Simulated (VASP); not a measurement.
Wanted: the native input for a VASP 6.6.1 run.

```
Task                   : single point
Functional             : r2SCAN
Potentials or basis    : VASP PAW PBE potentials, release 64 (Al, N)
Cutoff                 : 520 eV
k mesh                 : 10 × 10 × 10
Occupations            : gaussian, width 0.05 eV
Spin                   : no spin polarisation
Dipole correction      : no
Further INCAR settings : ALGO = Normal; EDIFF = 1e-06; NBANDS = 11
```

The system is AlN.

```
CELL_PARAMETERS angstrom
0.00000 2.28378 1.61464
2.28378 0.00000 1.61464
2.28378 2.28378 0.00000
ATOMIC_POSITIONS crystal
Al 0.50000 0.50000 0.50000
N 0.00000 0.00000 0.00000
```

Measurements of this composition are mostly on another form, of space group No. 186.

One way to write it, as run:

POSCAR

```
AlN
1.0
    0.0000000000      2.2837842065      1.6146354340
    2.2837842065      0.0000000000      1.6146354340
    2.2837842065      2.2837842065      0.0000000000
Al N
1 1
Direct
    0.5000000000      0.5000000000      0.5000000000
    0.0000000000      0.0000000000      0.0000000000
```

INCAR.step1

```
PREC     = Accurate       # precision mode
ENCUT    = 520            # plane-wave cutoff, eV
ISMEAR   = 0              # smearing method
SIGMA    = 0.05           # smearing width, eV
LREAL    = F              # projectors in reciprocal space
LASPH    = T              # aspherical terms in the spheres
NELM     = 100            # most SCF steps
NBANDS   = 11             # bands
GGA      = PE             # functional
ALGO     = Normal         # electronic algorithm
EDIFF    = 1E-4           # SCF threshold, eV
LWAVE    = T              # write WAVECAR
LCHARG   = F              # write CHGCAR
```

INCAR.step2

```
PREC     = Accurate       # precision mode
ENCUT    = 520            # plane-wave cutoff, eV
EDIFF    = 1E-6           # SCF threshold, eV
ISMEAR   = 0              # smearing method
SIGMA    = 0.05           # smearing width, eV
LREAL    = F              # projectors in reciprocal space
LASPH    = T              # aspherical terms in the spheres
NELM     = 100            # most SCF steps
ALGO     = Normal         # electronic algorithm
ISIF     = 2              # what is computed and relaxed
LWAVE    = F              # write WAVECAR
LCHARG   = F              # write CHGCAR
METAGGA  = R2SCAN         # meta-GGA
LMIXTAU  = T            
NBANDS   = 11             # bands
ISTART   = 1
```

KPOINTS

```
regular mesh
0
Gamma
  10 10 10
```

Potentials or basis: VASP PAW PBE potentials, release 64 (Al, N).

The run is started by

```bash
$ cat potpaw_PBE.64/Al/POTCAR potpaw_PBE.64/N/POTCAR > POTCAR
$ cp INCAR.step1 INCAR
$ mpirun -np 1 vasp_std > vasp.out
$ cp INCAR.step2 INCAR
$ mpirun -np 1 vasp_std > vasp.out
```

It gave:

```
Pressure               : 67.3 GPa
Band gap on the k mesh : 3.70 eV, indirect (least direct gap 4.29 eV)
```

Caveat: a pressure of tens of GPa on the cell as given is suspect, and the run, the potentials or the cell itself is likely at fault; the PAW data sets were made with another functional, which shifts forces and pressure a little.

Run time: 27 s on 1 thread of Intel(R) Xeon(R) 6975P-C (Granite Rapids), with other jobs on the host, peak memory 0.15 GiB.
